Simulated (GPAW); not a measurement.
The system is NiO.

```
Ni O
1.0
     2.94991    0.00000    0.00000
     1.47496    2.55470    0.00000
     1.47496    0.85157    2.40859
Ni O
1 1
Cartesian
  0.0000 0.0000 0.0000
  2.9499 1.7031 1.2043
```

Base run:

- Program: GPAW 26.7.0
- Functional: r2SCAN
- Potentials or basis: GPAW PAW data sets (gpaw-data 1.2.1)
- Cutoff: 800 eV
- Basis: pw
- k mesh: 8 × 8 × 8
- Occupations: fermi-dirac, width 0.05 eV
- Spin: collinear spin, ferromagnetic start
- Starting moments: [1.0, 0.0] μB

Its results: pressure 8.4 GPa; net moment 2.00 μB per cell; site moments Ni +1.71; O +0.22 μB.

Task: The run is repeated on the same cell with these changes: functional from r2SCAN to PW91; potentials or basis from GPAW PAW data sets (gpaw-data 1.2.1) to PAW data sets generated in the run's folder for this functional. What comes out?

Result: Pressure 9.5 GPa; net moment 1.79 μB per cell; site moments Ni +1.48; O +0.22 μB.

Caveats: the stock nickel data set gives pressures a few GPa off other programs; a cell with one magnetic atom can't hold antiferromagnetic order, which such compounds often take; the PAW data sets were made with another functional, which shifts forces and pressure a little (some runs).

Not every run made on this cell is shown here.
